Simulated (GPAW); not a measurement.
# Sn (Im-3m) in GPAW: single point with PBEsol

Aim: the single point of Sn with PBEsol.

Program: GPAW 26.7.0. These are calculated values, not measurements. Logs are shortened: lines on timing, memory, paths and dates and some standing lists are left out, and cuts for length are marked. The log counts tension as positive stress, the text compression.

### 1 The crystal as given

The structure is cubic, space group Im-3m (No. 229). The conventional cell has a = 3.789 Å, b = 3.789 Å, c = 3.789 Å, α = 90.00°, β = 90.00°, γ = 90.00°. Sn (site symmetry m-3m) has 8 Sn at 3.28 Å as nearest neighbours.

This isn't the form of Sn at room conditions, which is tetragonal (white tin).

### 2 Single point, PBEsol

File run.py:

```python
from ase.dft.bandgap import bandgap
from ase.io import write
from ase.spacegroup import crystal
from ase.units import GPa
from gpaw import GPAW, PW, setup_paths

setup_paths.insert(0, '.')

# Sn 2a
atoms = crystal(['Sn'],
                basis=[[0.0, 0.0, 0.0]],
                spacegroup=229, setting=1,  # Im-3m
                cellpar=[3.78930364, 3.78930364, 3.78930364, 90.0, 90.0, 90.0],
                primitive_cell=True)

calc = GPAW(mode=PW(500),
            xc='PBEsol',
            kpts={'size': (8, 8, 8), 'gamma': True},
            occupations={'name': 'fermi-dirac', 'width': 0.05},
            nbands=14,
            maxiter=120,
            txt='gpaw.txt')
atoms.calc = calc
energy = atoms.get_potential_energy()
forces = atoms.get_forces()
stress = atoms.get_stress()
calc.write('gs.gpw')
write('result.traj', atoms)
print(f'Energy: {energy:.6f} eV')
print('Forces (eV/A):')
print(forces.round(4))
print('Stress (GPa):', (stress / GPa).round(3))
print('Fermi level:', round(calc.get_fermi_level(), 4), 'eV')
print(f'Gap: {bandgap(calc)[0]:.4f} eV, direct: {bandgap(calc, direct=True)[0]:.4f} eV')
```

Potentials or basis: PAW data sets generated in the run's folder for this functional, pw.

Command:

```bash
gpaw-setup -f PBEsol Sn
OMP_NUM_THREADS=1 python run.py
```

gpaw.txt:

```text
__  _  _
 | _ |_)|_||  |
 |__||  | ||/\| - 26.7.0

Input parameters:
  mode=PW(ecut=500.0),
  kpts=MonkhorstPack(size=(8, 8, 8), gamma=True),
  maxiter=120,
  nbands=14,
  occupations=Occupations(name='fermi-dirac', width=0.05),
  xc=XC(name='PBEsol')

Diagonalizing LCAO Hamiltonian
Converting LCAO to pw mode

       Sn

Atoms  # Å, Bohr magnetons
|   | symbol |        x |        y |        z |    initial magnetic moments |
|---|--------|----------|----------|----------|-----------------------------|
| 0 |     Sn | 0.000000 | 0.000000 | 0.000000 | ( 0.0000,  0.0000,  0.0000) |

Unit cell  # Å
| periodic |         x |         y |         z |  lengths |     angles |
|----------|-----------|-----------|-----------|----------|------------|
|      yes | -1.894652 |  1.894652 |  1.894652 | 3.281633 | 109.471221 |
|      yes |  1.894652 | -1.894652 |  1.894652 | 3.281633 | 109.471221 |
|      yes |  1.894652 |  1.894652 | -1.894652 | 3.281633 | 109.471221 |

Number of symmetries: 48
Symmetry operations  # r_c * U_cc + t_c -> r_c
|    | kind |            matrix            |
|----|------|------------------------------|
|  0 |  σ   |  1, 1, 1,  0, 0,-1,  0,-1, 0 |
|  1 |  C4  |  1, 1, 1,  0, 0,-1, -1, 0, 0 |
|  2 |  C2  |  1, 1, 1,  0,-1, 0,  0, 0,-1 |
|  3 |  S6  |  1, 1, 1,  0,-1, 0, -1, 0, 0 |
|  4 |  S6  |  1, 1, 1, -1, 0, 0,  0, 0,-1 |
|  5 |  C4  |  1, 1, 1, -1, 0, 0,  0,-1, 0 |
|  6 |  E   |  1, 0, 0,  0, 1, 0,  0, 0, 1 |
|  7 |  σ   |  1, 0, 0,  0, 1, 0, -1,-1,-1 |
|  8 |  σ   |  1, 0, 0,  0, 0, 1,  0, 1, 0 |
|  9 |  C3  |  1, 0, 0,  0, 0, 1, -1,-1,-1 |
| 10 |  C3  |  1, 0, 0, -1,-1,-1,  0, 1, 0 |
| 11 |  σ   |  1, 0, 0, -1,-1,-1,  0, 0, 1 |
| 12 |  σ   |  0, 1, 0,  1, 0, 0,  0, 0, 1 |
| 13 |  C2  |  0, 1, 0,  1, 0, 0, -1,-1,-1 |
| 14 |  C3  |  0, 1, 0,  0, 0, 1,  1, 0, 0 |
| 15 |  S4  |  0, 1, 0,  0, 0, 1, -1,-1,-1 |
| 16 |  S4  |  0, 1, 0, -1,-1,-1,  1, 0, 0 |
| 17 |  C3  |  0, 1, 0, -1,-1,-1,  0, 0, 1 |
| 18 |  C3  |  0, 0, 1,  1, 0, 0,  0, 1, 0 |
| 19 |  S4  |  0, 0, 1,  1, 0, 0, -1,-1,-1 |
| 20 |  σ   |  0, 0, 1,  0, 1, 0,  1, 0, 0 |
| 21 |  C3  |  0, 0, 1,  0, 1, 0, -1,-1,-1 |
| 22 |  C2  |  0, 0, 1, -1,-1,-1,  1, 0, 0 |
| 23 |  S4  |  0, 0, 1, -1,-1,-1,  0, 1, 0 |
| 24 |  C4  |  0, 0,-1,  1, 1, 1,  0,-1, 0 |
| 25 |  σ   |  0, 0,-1,  1, 1, 1, -1, 0, 0 |
| 26 |  S6  |  0, 0,-1,  0,-1, 0,  1, 1, 1 |
| 27 |  C2  |  0, 0,-1,  0,-1, 0, -1, 0, 0 |
| 28 |  C4  |  0, 0,-1, -1, 0, 0,  1, 1, 1 |
| 29 |  S6  |  0, 0,-1, -1, 0, 0,  0,-1, 0 |
| 30 |  S6  |  0,-1, 0,  1, 1, 1,  0, 0,-1 |
| 31 |  C4  |  0,-1, 0,  1, 1, 1, -1, 0, 0 |
| 32 |  C4  |  0,-1, 0,  0, 0,-1,  1, 1, 1 |
| 33 |  S6  |  0,-1, 0,  0, 0,-1, -1, 0, 0 |
| 34 |  σ   |  0,-1, 0, -1, 0, 0,  1, 1, 1 |
| 35 |  C2  |  0,-1, 0, -1, 0, 0,  0, 0,-1 |
| 36 |  C2  | -1, 0, 0,  1, 1, 1,  0, 0,-1 |
| 37 |  S6  | -1, 0, 0,  1, 1, 1,  0,-1, 0 |
| 38 |  S6  | -1, 0, 0,  0, 0,-1,  1, 1, 1 |
| 39 |  C2  | -1, 0, 0,  0, 0,-1,  0,-1, 0 |
| 40 |  C2  | -1, 0, 0,  0,-1, 0,  1, 1, 1 |
| 41 |  i   | -1, 0, 0,  0,-1, 0,  0, 0,-1 |
| 42 |  S4  | -1,-1,-1,  1, 0, 0,  0, 1, 0 |
| 43 |  C3  | -1,-1,-1,  1, 0, 0,  0, 0, 1 |
| 44 |  C3  | -1,-1,-1,  0, 1, 0,  1, 0, 0 |
| 45 |  σ   | -1,-1,-1,  0, 1, 0,  0, 0, 1 |
| 46 |  S4  | -1,-1,-1,  0, 0, 1,  1, 0, 0 |
| 47 |  C2  | -1,-1,-1,  0, 0, 1,  0, 1, 0 |

BZ-sampling:
  Number of BZ points: 512
  Number of IBZ points: 29

  Monkhorst-Pack size: [8, 8, 8]
  Monkhorst-Pack shift: [0.0625, 0.0625, 0.0625]

K-points  # in reciprocal-cell coordinates
|     |                                coordinates |     weight |
|-----|--------------------------------------------|------------|
|   0 | (  0.00000000,   0.00000000,   0.00000000) | 0.00195312 |
|   1 | (  0.12500000,   0.00000000,   0.00000000) | 0.02343750 |
|   2 | (  0.12500000,   0.12500000,  -0.12500000) | 0.01171875 |
|   3 | (  0.25000000,   0.00000000,  -0.12500000) | 0.04687500 |
|   4 | (  0.25000000,   0.00000000,   0.00000000) | 0.02343750 |
|   5 | (  0.25000000,   0.12500000,  -0.12500000) | 0.04687500 |
|   6 | (  0.25000000,   0.25000000,  -0.25000000) | 0.01171875 |
|   7 | (  0.25000000,   0.25000000,   0.25000000) | 0.00390625 |
|   8 | (  0.37500000,  -0.12500000,  -0.12500000) | 0.01562500 |
|   9 | (  0.37500000,   0.00000000,  -0.12500000) | 0.09375000 |
| ... |                                            |            |
|  28 | (  0.50000000,   0.50000000,   0.50000000) | 0.00195312 |

Plane wave coefficients: 703
Cutoff: 500.0 eV

Spin-components: 1 (collinear spins)
Bands:           14
Projectors:      6
Spin-degeneracy: 2
Datatype:        complex128

Parallelization:
  kpt:    1
  domain: 1
  band:   1

Density:
  Valence electrons: 14.0
  Components: 1
  Grid points: [18 18 18]
  Charge: 0.0  # |e|

Potential:
  Grid points: [18 18 18]

species:
  Sn:
    name:    Tin
    Z:       50.0
    valence: 14
    core:    36
    charge:  0.0  # [|e|]
    compensation charges:
      type: gauss
      rc: 0.38  # [Å]
      lmax: 2
    cutoffs:
      filter: 2.23  # [Å]
      core: 2.35  # [Å]
    projectors
    | kind |    occ | energy [eV] | rcut [Å] |
    |------|--------|-------------|----------|
    |   5s |  2.000 |     -10.584 |    1.201 |
    |   5p |  2.000 |      -3.711 |    1.270 |
    |   4d | 10.000 |     -25.798 |    1.185 |
    |    s |        |      16.628 |    1.201 |
    |    p |        |      23.501 |    1.270 |
    |    d |        |       1.413 |    1.185 |

    Using partial waves for Sn as LCAO basis

Reference energy: -167935.903346  # eV

eigensolver:
  PPCG
  Converge bands: occupied
  niter=2

density mixing:
  MSR1-Mixer
  Pratt-step length: 0.05
  Maximum mixing coefficient: 0.75
  Old densities: 10
  SVD Regularization: 0.005
  Good broyden scale: 1.0
  Trust region scale: 1.0
  Backstep threshold: 4.0
  History deletion threshold: 6.0
  Fourier metric: weight=20.0, sigma=0.015

occupation numbers:
  Fermi-Dirac:
    width: 0.0500  # eV

poisson solver:
  ecut: 4000.0  # eV

xc functional:
  name: PBEsol with 2 nearest neighbor stencil

convergence criteria:
- Maximum [total energy] change in last 3 cyles: 0.0005 eV / valence electron
- Maximum integral of absolute [dens]ity change: 0.0001 electrons / valence electron
- Maximum integral of absolute [eigenst]ate change: 4e-08 eV^2 / valence electron
maximum number of iterations: 120

SCF iterations
|iter     | |      energy | eigst |  dens |
|---------|-|-------------|-------|-------|
|iter:   1| |   -4.414781 | -0.23 |       |
|iter:   2| |   -4.413372 | -2.79 | -1.75 |
|iter:   3| |   -4.399626 | -2.92 | -1.78 |
|iter:   4| |   -4.399540 | -4.04 | -2.35 |
|iter:   5| |   -4.399593c| -5.21 | -2.98 |
|iter:   6| |   -4.399599c| -6.44 | -3.88 |
|iter:   7| |   -4.399599c| -7.52c| -4.52c|

Converged in 7 steps
Energy contributions relative to reference atoms: (reference = -167935.903346)

Energy contributions:
  Kinetic:           3.235869
  Coulomb:          -3.254319
  Zero:              0.003561
  External:          0.000000
  Xc:               -4.380147
  Entropy:          -0.009127
  Spinorbit:         0.000000
  ----------------------------
  Free energy:      -4.404163
  Extrapolated:     -4.399599

dipole moment: (-6.430603, -6.430603, -6.430603)  # |e|*Ang

Fermi level: 6.969
Eigenvalues  # (at kpt = [0.000, 0.000, 0.000])
| band index |      eig [eV] | occ [0-2] |
|------------|---------------|-----------|
|          0 |       -14.388 |     2.000 |
|          1 |       -14.388 |     2.000 |
|          2 |       -14.388 |     2.000 |
|          3 |       -14.249 |     2.000 |
|          4 |       -14.249 |     2.000 |
|          5 |        -4.014 |     2.000 |
|          6 |        14.991 |     0.000 |
|          7 |        14.991 |     0.000 |
|          8 |        14.991 |     0.000 |
|          9 |        19.278 |     0.000 |
|         10 |        19.278 |     0.000 |
|         11 |        19.756 |     0.000 |
|         12 |        19.772 |     0.000 |
|         13 |        19.772 |     0.000 |

No gap
No difference between direct/indirect transitions

Forces  # eV/Ang
|        x |       y |        z |
|----------|---------|----------|
| -0.00000 | 0.00000 | -0.00000 |  # Sn   0

Stress tensor  # eV/Ang^3
|         x |         y |         z |
|-----------|-----------|-----------|
|  0.015578 | -0.000000 | -0.000000 |
| -0.000000 |  0.015578 | -0.000000 |
| -0.000000 | -0.000000 |  0.015578 |

# Writing to gs.gpw (mode='')
```

It took 13 s on 1 thread of Arm Neoverse N1, shared host; peak memory 0.13 GiB.

What came out:

- Free energy: -4.4042 eV
- Pressure: -2.5 GPa
- Band gap on the k mesh: none (metal or under the smearing width)

Levels at points of the mesh, in eV from the Fermi level:
```tsv
k point	band 4	band 5	band 6	band 7	band 8	band 9	band 10
(0.00, 0.00, 0.00)	-21.22	-21.22	-10.98	8.02	8.02	8.02	12.31
(0.50, 0.50, 0.00)	-21.22	-21.13	-6.31	-4.33	3.68	5.51	8.04
(0.50, 0.50, 0.50)	-21.15	-21.15	-2.38	-0.40	-0.40	-0.40	3.93
```

Caveat: the cutoff is short for stress and forces, so pressures can be off by a GPa or more.
